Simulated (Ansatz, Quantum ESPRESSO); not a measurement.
# MgO: electronic dielectric constant by level of theory

**What was measured.** The electronic dielectric constant of MgO (Fm-3m) is reported as 2.95 at 295 K (arxiv:0704.2267). The runs below try to reproduce it.

```cif
data_structure
_symmetry_space_group_name_H-M 'Fm-3m'
_symmetry_Int_Tables_number 225
_cell_length_a 4.1940
_cell_length_b 4.1940
_cell_length_c 4.1940
_cell_angle_alpha 90.000
_cell_angle_beta 90.000
_cell_angle_gamma 90.000
_cell_volume 73.77
loop_
_atom_site_label
_atom_site_type_symbol
_atom_site_symmetry_multiplicity
_atom_site_Wyckoff_symbol
_atom_site_fract_x
_atom_site_fract_y
_atom_site_fract_z
_atom_site_occupancy
Mg1 Mg 4 a 0.00000 0.00000 0.00000 1
O1 O 4 b 0.50000 0.00000 0.00000 1
```

| rung | level | program and potentials | cutoff (eV) | k mesh | task | core time | chip | electronic dielectric constant | miss | notes |
| --- | --- | --- | --- | --- | --- | --- | --- | --- | --- | --- |
| LDA | LDA | Ansatz, Ansatz PAW | 420 | 11 × 11 × 11 | Born charges and dielectric tensor | 8.2 s | Arm Neoverse V1 | 3.21 | +8.8 % | potentials made for PBE, which Ansatz adapts in part; 8 valence electrons an atom on average |
| LDA | LDA | Ansatz, Ansatz PAW | 420 | 8 × 8 × 8 | phonons | 29 s | Arm Neoverse V1 | 3.21 | +8.8 % | potentials made for PBE, which Ansatz adapts in part; 8 valence electrons an atom on average |
| LDA | LDA | Quantum ESPRESSO, PseudoDojo 0.4.1 SR LDA standard | 1143 | 4 × 4 × 4, shifted | phonons | 55 s | Intel Xeon | 3.17 | +7.5 % | coarse mesh; 8 valence electrons an atom on average; cell relaxed first (9.00 Å³/atom) |
| GGA | PBEsol | Quantum ESPRESSO, PseudoDojo 0.4.1 SR PBEsol standard | 1143 | 4 × 4 × 4, shifted | phonons | 62 s | Intel Xeon | 3.23 | +9.5 % | coarse mesh; 8 valence electrons an atom on average; cell relaxed first (9.35 Å³/atom) |
| GGA | PBE | Quantum ESPRESSO, SSSP 1.3 efficiency PBE | 748 | 6 × 6 × 6, shifted | phonons and Raman activities | 6.4 min | Arm Neoverse V2 | 3.16 | +7.1 % | coarse mesh; 4 valence electrons an atom on average; cell relaxed first (9.58 Å³/atom) |

Times are single runs on shared hosts and different chips, so they are rough; meshes, cutoffs and the tasks' sizes weigh on the time. All rows: no spin polarisation. Meshes differ between rows, which moves values too. All levels ran on this one cell, unrelaxed unless noted. Meshes are those of the run's cell of 2 atoms unless a note names another. Ansatz refines the mesh for the field response beyond the one shown. Misses use the values as printed. Runs on faulty files, with rough fits or with known faults for this quantity aren't shown. No row holds spin-orbit coupling.

By rung: LDA 3.21; LDA in relaxed cells on coarse meshes 3.17; GGA in relaxed cells on coarse meshes 3.16 to 3.23. Measured: 2.95 at 295 K (arxiv:0704.2267). Closest, coarse meshes and atomic bases left aside, is LDA with Ansatz, Ansatz PAW (+8.8 %). The runs are for a static lattice, while measurements hold temperature and zero-point motion.
